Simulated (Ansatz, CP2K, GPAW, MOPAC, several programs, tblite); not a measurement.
# What cheap methods get right for Li2S

Aim: run Li2S through methods of unlike cost and see what each gets, and at what price.

Program: MOPAC, tblite, CP2K, GPAW, Ansatz (versions at each run). Level of theory: no spin polarisation, static lattice; gaps from single points on the cell relaxed beforehand with r²SCAN. These are calculated values, not measurements.

### 1 The system as given

It takes space group Fm-3m (No. 225, cubic). The conventional cell has a = 5.691 Å, b = 5.691 Å, c = 5.691 Å, α = 90.00°, β = 90.00°, γ = 90.00°. Around S (site symmetry m-3m) lie 8 Li at 2.46 Å. Li (site symmetry -43m) is surrounded by 4 S at 2.46 Å.

Coordinates:

```cif
data_structure
_symmetry_space_group_name_H-M 'Fm-3m'
_symmetry_Int_Tables_number 225
_cell_length_a 5.6906
_cell_length_b 5.6906
_cell_length_c 5.6906
_cell_angle_alpha 90.000
_cell_angle_beta 90.000
_cell_angle_gamma 90.000
_cell_volume 184.28
loop_
_atom_site_label
_atom_site_type_symbol
_atom_site_symmetry_multiplicity
_atom_site_Wyckoff_symbol
_atom_site_fract_x
_atom_site_fract_y
_atom_site_fract_z
_atom_site_occupancy
S1 S 4 a 0.00000 0.00000 0.00000 1
Li1 Li 8 c 0.25000 0.75000 0.75000 1
```

The structure type (antifluorite) is imposed and need not be the compound's stable one.

**Question.** The methods are PM6, PM7, GFN1-xTB (tblite), GFN2-xTB (tblite), PBE/DZVP, PBE/single-zeta, PBE/SZV, coarse PBE, GLLB-SC, PBE, r2SCAN. What gap does r2SCAN give on this cell, and which other methods (full PBE left aside) come nearest to r2SCAN and farthest in gap, volume and bulk modulus?

| quantity | value |
| --- | --- |
| r2SCAN | gap 3.87 eV, 15.36 Å³/atom, B₀ 42 GPa |
| gap: nearest and farthest of the other methods | PBE/DZVP (-0.10 eV), PM6 (+5.76 eV) |
| volume: nearest and farthest of the other methods | coarse PBE (+1.6 %), GFN2-xTB (tblite) (+11.4 %) |
| bulk modulus: nearest and farthest of the other methods | GFN1-xTB (tblite), PBE/DZVP, PBE/SZV, coarse PBE (about 4 % off); GFN2-xTB (tblite) (-28 %) |

**Reading.** Among the 9 methods compared for the gap (full PBE left aside), PBE/DZVP is nearest to r2SCAN and PM6 farthest. Among the 5 methods compared for the volume (full PBE left aside), coarse PBE is nearest to r2SCAN and GFN2-xTB (tblite) farthest. For the bulk modulus (full PBE left aside), GFN1-xTB (tblite), PBE/DZVP, PBE/SZV, coarse PBE tie for nearest to r2SCAN; GFN2-xTB (tblite) is farthest. A minimal basis or a coarse cutoff and mesh shifts results by its own error, so closeness to r2SCAN can be chance. Cluster runs see only the k-points that fold onto the zone centre, so their gaps can miss the band edges. GLLB-SC is compared with its derivative discontinuity added. No volume is given for PM6, PM7, PBE/single-zeta, which can hide a larger miss. CPU times run from 0.48 s (coarse PBE) to 57 s (PBE/DZVP). On this cell PM6, PM7, GFN1-xTB (tblite), GFN2-xTB (tblite), PBE/DZVP, PBE/single-zeta, PBE/SZV, GLLB-SC cost more than r2SCAN itself (2.3 s), so they are no saving here. GFN2-xTB (tblite) disagrees with r2SCAN even on whether there is a gap. r2SCAN is a yardstick, not the truth: it usually gives gaps below the measured ones.
